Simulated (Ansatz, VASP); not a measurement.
**One calculation of Hf, two programs**

The input INCAR:

```
SYSTEM = Hf
ALGO = Normal ; EDIFF = 1E-7
ENCUT = 520 ; GGA = PS
ISIF = 2 ; ISMEAR = -1
LASPH = .TRUE. ; LCHARG = .FALSE.
LREAL = .FALSE. ; LWAVE = .FALSE.
NBANDS = 11 ; NELM = 80
PREC = Accurate ; SIGMA = 0.05
```

Contents of KPOINTS:

```
k-points
0
G
  10 10 10
  0 0 0
```

File POSCAR:

```
Hf
1.0
    0.0000000000      2.1899963220      2.1899963220
    2.1899963220      0.0000000000      2.1899963220
    2.1899963220      2.1899963220      0.0000000000
Hf
1
Direct
    0.0000000000      0.0000000000      0.0000000000
```

Contents of input.yaml:

```yaml
crystal:
  lattice:
    - [0.0, 2.189996322, 2.189996322]
    - [2.189996322, 0.0, 2.189996322]
    - [2.189996322, 2.189996322, 0.0]
  atoms:
    - { symbol: Hf, position: [0.0, 0.0, 0.0] }
hamiltonian:
  xc: pbesol
  pseudopotentials: { kind: paw }
kpoints:
  mp_grid: { grid: [10, 10, 10] }
scf:
  occupations: { method: fermi_dirac, width: 0.05 }
output:
  forces: true
  stress: true
  eigenvalues: true
  write_density: true
  write_potential: true
  elf: true
  volumetric_format: npy
```

Change from the starting cell: volume scaled by 0.96.

Alike in both runs: task single point; functional PBEsol; k mesh 10 × 10 × 10; occupations fermi-dirac, width 0.05 eV; no spin polarisation.

```csv
,VASP,Ansatz
version,VASP 6.6.1,Ansatz 0.2.0
potentials or method,"VASP PAW PBE potentials, release 64 (Hf_pv)",Ansatz PAW
plane-wave cutoff (eV),520,420
valence electrons in the cell,10,26
```

```csv
,VASP,Ansatz,Ansatz less VASP
gap on the k mesh at the Fermi level (eV),none,none,-
pressure (GPa),2.6,2.9,+0.38
```

A gap of «none» marks a metal or a gap that the smearing closes. The two sets of potentials don't hold the same shells in valence.

Caveats: the PAW data sets were made with another functional, which shifts forces and pressure a little (VASP); the PAW data sets come from PBE, with cores solved anew for the run's functional, which leaves a small shift of forces and pressure (Ansatz). Spin-orbit coupling is left out, which matters for the levels of Hf.
